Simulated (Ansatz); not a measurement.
# Strontium, hcp under PBE: from relaxation to bulk modulus

What does PBE give for strontium in the hcp structure? We relax it, solve it on a dense k-mesh, switch on spin-orbit coupling, then scale the cell to 7 volumes from 88 to 112 % of the relaxed one and try a fit of the equation of state. The k-meshes are 9×9×5 for the relaxation; 14×14×8 for the dense run; 9×9×5 for spin-orbit coupling; 10×10×5 for the volumes.

This is Sr in the hcp structure; at room conditions it is fcc.

Method: DFT PBE, plane waves (420 eV) with PAW, scalar-relativistic, in Ansatz 0.2.0.

## Step 1: The structure to begin with

The structure is hexagonal, space group P6_3/mmc (No. 194). The conventional cell has a = 4.303 Å, b = 4.303 Å, c = 7.026 Å, α = 90.00°, β = 90.00°, γ = 120.00°. Sr (site symmetry -6m2) has 12 Sr at 4.30 Å as nearest neighbours.

Structure file:

```cif
data_structure
_symmetry_space_group_name_H-M 'P 1'
_symmetry_Int_Tables_number 1
_cell_length_a 4.3025
_cell_length_b 4.3025
_cell_length_c 7.0260
_cell_angle_alpha 90.000
_cell_angle_beta 90.000
_cell_angle_gamma 120.000
_cell_volume 112.64
loop_
_atom_site_label
_atom_site_type_symbol
_atom_site_fract_x
_atom_site_fract_y
_atom_site_fract_z
_atom_site_occupancy
Sr1 Sr 0.33333 0.66667 0.25000 1
Sr2 Sr 0.66667 0.33333 0.75000 1
```

## Step 2: Relaxing cell and atoms

Contents of input.yaml:

```yaml
crystal:
  lattice:
    - [4.3025266259, 0.0, 0.0]
    - [-2.1512633129, 3.7260973585, 0.0]
    - [0.0, 0.0, 7.0260259801]
  atoms:
    - { symbol: Sr, position: [0.3333333333, 0.6666666667, 0.25] }
    - { symbol: Sr, position: [0.6666666667, 0.3333333333, 0.75] }
hamiltonian:
  xc: pbe
  pseudopotentials:
    kind: paw
    azcp:
      Sr: "pseudopotentials/Sr.paw.azcp"
basis:
  ecutwfc: 420
  fft_grid_basis: typed
kpoints:
  mp_grid: { grid: [9, 9, 5], shift: [0, 0, 0] }
magnetization:
  spin_polarized: false
scf:
  occupations: { method: fermi_dirac, width: 0.1 }
relax:
  max_steps: 60
  f_tol: 0.01
  cell: {}
```

Started as:

```bash
$ ansatz run input.yaml --threads 1 --pin off --max-ram 3584MiB --backend cpu --events-out ev --progress --plain --runs-dir out
```

The runs that follow: The energy on a finer k-mesh; Spin-orbit coupling switched on; Equation of state: 88 %; Equation of state: 92 %; Equation of state: 96 %; Equation of state: 100 %; Equation of state: 104 %; Equation of state: 108 %; Equation of state: 112 %.

Q: Predict the outcome of this session. Wanted: space group; conventional cell; volume; shortest distance; gap on the mesh; relative to fcc; V₀, B₀, B₀′.

As calculated:

| quantity | value |
| --- | --- |
| space group (spins left aside) | P6_3/mmc (No. 194) |
| conventional cell | a = 4.272 Å, c = 6.999 Å (c/a = 1.639) |
| volume | 55.302 Å³/atom |
| shortest distance | 4.272 Å |
| gap on the mesh | none (levels filled in part) |
| relative to fcc | +4 meV/atom |
| V₀, B₀, B₀′ | 55.255 Å³/atom, 11.5 GPa, 3.0 |

From the guessed start the volume shrank by 1.8 % in 4 steps. It lies 4 meV/atom above the element's reference form at the same level (fcc, from a run of its own). No gap shows: it is a metal or semimetal at this level. Totals with and without spin-orbit coupling (-0.61 eV/atom apart) can't be read as binding, since the two-component data shift the zero of energy. B₀ comes out at 11.5 GPa, a soft solid; letting shape and positions relax at each volume could only lower it. The symmetry was held, so the structure may be unstable against distortions that break it.
